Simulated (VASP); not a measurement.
Here is a VASP 6.6.1 calculation.

The input INCAR:

```
SYSTEM = PbSe2
PREC = Accurate
ENCUT = 900
EDIFF = 1E-8
ISMEAR = 0
SIGMA = 0.02
LREAL = .FALSE.
LASPH = .TRUE.
NELM = 100
ALGO = Normal
ISIF = 2
LWAVE = .FALSE.
LCHARG = .FALSE.
METAGGA = R2SCAN
LMIXTAU = .TRUE.
ADDGRID = .FALSE.
```

The input KPOINTS:

```
Automatic mesh
0
G
  6 6 6
  0 0 0
```

Contents of POSCAR:

```
PbSe2
1.0
   -3.2386329600      3.2386329600      3.9021962900
    3.2386329600     -3.2386329600      3.9021962900
    3.2386329600      3.2386329600     -3.9021962900
Pb Se
2 4
Direct
    0.7500000000      0.7500000000      0.0000000000
    0.2500000000      0.2500000000      0.0000000000
    0.1298167350      0.3701832650      0.5000000000
    0.8701832650      0.6298167350      0.5000000000
    0.3701832650      0.8701832650      0.2403665300
    0.6298167350      0.1298167350      0.7596334700
```

Potentials or basis: VASP PAW PBE potentials, release 64 (Pb_d, Se).

Command:

```sh
$ cat potpaw_PBE.64/Pb_d/POTCAR potpaw_PBE.64/Se/POTCAR > POTCAR
$ mpirun -np 1 vasp_std > vasp.out
```

**Question.** Predict the band gap on the k mesh.

**Answer.** 0.25 eV, indirect (least direct gap 0.54 eV).

**Question.** Predict the pressure.

**Answer.** 0.0 GPa.

**Question.** Estimate the largest force.

**Answer.** 0.011 eV/Å.

Forces in eV/Å, atoms in the order of the input:
```
Pb   0.000  0.000  0.000
Pb   0.000  0.000  0.000
Se   0.008 -0.008  0.000
Se  -0.008  0.008  0.000
Se   0.008  0.008  0.000
Se  -0.008 -0.008  0.000
```

Caveat: the PAW data sets were made with another functional, which shifts forces and pressure a little; spin-orbit coupling is left out, which as a rule narrows the gap of such compounds by several tenths of an eV. A k mesh can miss the band edges.
